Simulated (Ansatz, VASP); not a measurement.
# TiB2 in VASP and in Ansatz

```
Ti B
1.0
     2.98826    0.00000    0.00000
    -1.49413    2.58791    0.00000
     0.00000    0.00000    3.18477
Ti B
1 2
Direct
  0.00000 0.00000 0.00000
  0.66667 0.33333 0.50000
  0.33333 0.66667 0.50000
```

Change from the starting cell: volume scaled by 0.96.

Alike in both runs: task single point; functional PBE; k mesh 10 × 10 × 8; occupations fermi-dirac, width 0.05 eV; no spin polarisation.

|  | VASP | Ansatz |
| --- | --- | --- |
| version | VASP 6.6.1 | Ansatz 0.2.0 |
| potentials or method | VASP PAW PBE potentials, release 64 (Ti_sv, B) | Ansatz PAW |
| plane-wave cutoff (eV) | 520 | 420 |
| valence electrons in the cell | 18 | 18 |

VASP gave:

- gap on the k mesh at the Fermi level (eV): none
- pressure (GPa): 11.8
- largest component of the traceless stress (GPa): 1.84

Estimate Ansatz's values.

gap on the k mesh at the Fermi level (eV): none; pressure (GPa): 11.6; largest component of the traceless stress (GPa): 1.85.

A gap of «none» marks a metal or a gap that the smearing closes. The functional is the same, so the differences come from potentials, cutoffs and numerics.
